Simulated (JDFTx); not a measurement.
# BN: band structure with PBEsol

**What was measured.**

From a printed reference work, monograph, for a bulk crystal of BN at 300 K: band gap 6.4 eV (indirect).

Crystal: BN.

```
N B
1.0
     0.00000    1.81300    1.81300
     1.81300    0.00000    1.81300
     1.81300    1.81300    0.00000
N B
1 1
Direct
  0.25000 0.25000 0.25000
  0.00000 0.00000 0.00000
```

The cell is a database's computed one.

```yaml
Program: JDFTx 1.7.0 (patched build)
Task: band structure
Functional: PBEsol
Potentials_or_basis: SG15-PBE-1.2 with smoothed tails
Cutoff: 1361 eV
Density_cutoff: 10885 eV
k_mesh: 13 × 13 × 13
Occupations: fermi-dirac, width 0.05 eV
Spin: no spin polarisation
Band_ratio_of_the_Davidson_solver: 1.3
Local_potential_set_to_-Z/r_beyond: 6 bohr
Bands: 9
Density_cutoff_over_wavefunction_cutoff: 8
Max_SCF_steps: 30
SCF_threshold_on_the_energy: 1e-06 Ha
Solver_of_the_electrons: minimize
Further_solve_for_the_empty_bands: no
Start: density of an earlier self-consistent run, held fixed
Path: G-X-W-K-G-L-U-W-L-K-U-X
```

| Property | Result |
| --- | --- |
| Band gap along the path | 4.29 eV, indirect (least direct gap 8.69 eV) |

Levels at the corners of the path, in eV from the valence-band top:
```tsv
point	band 1	band 2	band 3	band 4	band 5	band 6	band 7
Γ	-20.19	0.00	0.00	0.00	8.69	8.69	8.69
X	-14.60	-8.93	-4.92	-4.92	4.29	9.08	17.66
W	-14.28	-7.59	-7.00	-6.55	9.44	13.10	14.28
K	-14.51	-8.14	-7.71	-4.09	6.75	12.70	15.61
Γ	-20.19	0.00	0.00	0.00	8.69	8.69	8.69
L	-15.96	-10.72	-1.95	-1.95	9.96	10.57	10.57
U	-14.51	-8.14	-7.71	-4.09	6.75	12.70	15.61
W	-14.28	-7.59	-7.00	-6.55	9.44	13.10	14.28
L	-15.96	-10.72	-1.95	-1.95	9.96	10.57	10.57
K	-14.51	-8.14	-7.71	-4.09	6.75	12.70	15.61
U	-14.51	-8.14	-7.71	-4.09	6.75	12.70	15.61
X	-14.60	-8.93	-4.92	-4.92	4.29	9.08	17.66
```

It took 5 s on 1 thread of Arm Neoverse V2 (shared host), peak memory 0.1 GiB.

A measured gap of BN is 6.4 eV (indirect; 300 K; a printed reference work, monograph); the calculated 4.29 eV misses it by -2.11 eV. The value is that of PBEsol, without temperature or zero-point motion. Semilocal functionals fall short of measured gaps as a rule. The cell is a database's relaxed one, not the measured one, which moves gaps too.
